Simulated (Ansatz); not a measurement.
# W: the order of phases at one pressure

Aim: bring W in several structures (fcc, bcc, hcp, sc, beta tin, diamond) to one pressure and rank them by enthalpy. The pressure is set by scaling the first phase. Methods of the runs shown: LAPW. Companion runs by PAW are cited.

Computed with Ansatz 0.2.0 (DFT, PBE, all-electron LAPW, scalar-relativistic, unless a step's input says otherwise).

## 1. Starting point

Symmetry: Fm-3m, No. 225, cubic system. The conventional cell has a = 3.862 Å, b = 3.862 Å, c = 3.862 Å, α = 90.00°, β = 90.00°, γ = 90.00°. W (site symmetry m-3m) has 12 W at 2.73 Å as nearest neighbours.

Coordinates:

```cif
data_structure
_symmetry_space_group_name_H-M 'Fm-3m'
_symmetry_Int_Tables_number 225
_cell_length_a 3.8617
_cell_length_b 3.8617
_cell_length_c 3.8617
_cell_angle_alpha 90.000
_cell_angle_beta 90.000
_cell_angle_gamma 90.000
_cell_volume 57.59
loop_
_atom_site_label
_atom_site_type_symbol
_atom_site_symmetry_multiplicity
_atom_site_Wyckoff_symbol
_atom_site_fract_x
_atom_site_fract_y
_atom_site_fract_z
_atom_site_occupancy
W1 W 4 a 0.00000 0.00000 0.00000 1
```

The file gives the conventional cell by its symmetry; the runs use the cell typed in the input.

## 2. Fcc relaxed under pressure, LAPW

File input.yaml:

```yaml
crystal:
  lattice:
    - [0.0, 1.930825453, 1.930825453]
    - [1.930825453, 0.0, 1.930825453]
    - [1.930825453, 1.930825453, 0.0]
  atoms:
    - { symbol: W, position: [0.0, 0.0, 0.0] }
kpoints:
  mp_grid: { grid: [17, 17, 17] }
scf:
  occupations: { method: fermi_dirac, width: 0.08 }
hamiltonian:
  xc: pbe
  pseudopotentials: { kind: all_electron, lapw: { basis_error: 0.0005 } }
output:
  forces: true
  stress: true
  eigenvalues: true
relax:
  f_tol: 0.005
  max_steps: 12
  cell: { p_target: 49.0, stress_tol: 0.03 }
```

Run with:

```bash
$ ansatz run input.yaml --threads 1 --pin off --max-ram 3584MiB --backend cpu --events-out ev --progress --plain --runs-dir out
```

Further steps of the session: Bcc relaxed under pressure, LAPW; Hcp relaxed under pressure, LAPW; Sc relaxed under pressure, LAPW; Beta tin relaxed under pressure, LAPW; Diamond relaxed under pressure, LAPW.

**Question.** What will these runs give? Wanted: pressure; lowest (for each run or level that gives them).

**Answer**, as computed:

| quantity | value |
| --- | --- |
| pressure | 49 GPa |
| lowest (LAPW) | bcc, 541.6 meV/atom under fcc |
| lowest (PAW) | bcc, 541.8 meV/atom under fcc |

In words: By LAPW the order is bcc < fcc < hcp < beta tin < sc < diamond. By PAW the order is bcc < fcc < hcp < beta tin < sc < diamond. The methods agree on the lowest phase. Only these structures were tried, with electrons smeared by 0.08 eV and without vibrations, so the true ground state may be another. The k meshes differ between phases and weren't tested, which can move differences by some meV. Spin-orbit coupling is left out, though the cell holds W; in elements this heavy it can shift bands and gaps by tenths of an eV.
